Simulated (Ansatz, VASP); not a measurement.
## ZnSe in VASP and in Ansatz

```
Zn Se
1.0
     0.00000    2.80763    2.80763
     2.80763    0.00000    2.80763
     2.80763    2.80763    0.00000
Zn Se
1 1
Direct
  0.00000 0.00000 0.00000
  0.25000 0.25000 0.25000
```

Alike in both runs: task single point; functional PBE; k mesh 6 × 6 × 6; no spin polarisation.

|  | VASP | Ansatz |
| --- | --- | --- |
| version | VASP 6.6.1 | Ansatz 0.2.0 |
| potentials or method | VASP PAW PBE potentials, release 64 (Zn, Se) | plane waves, PAW |
| plane-wave cutoff (eV) | 520 | 420 |
| occupations | gaussian, width 0.01 eV | fixed |
| valence electrons in the cell | 18 | 28 |

Ansatz gave:

```
gap on the k mesh at the Fermi level (eV) : 1.40
pressure (GPa)                            : 4.1
```

Problem. Estimate VASP's values.

Solution. gap on the k mesh at the Fermi level (eV): 1.40; pressure (GPa): 4.3.

The two sets of potentials don't hold the same shells in valence.
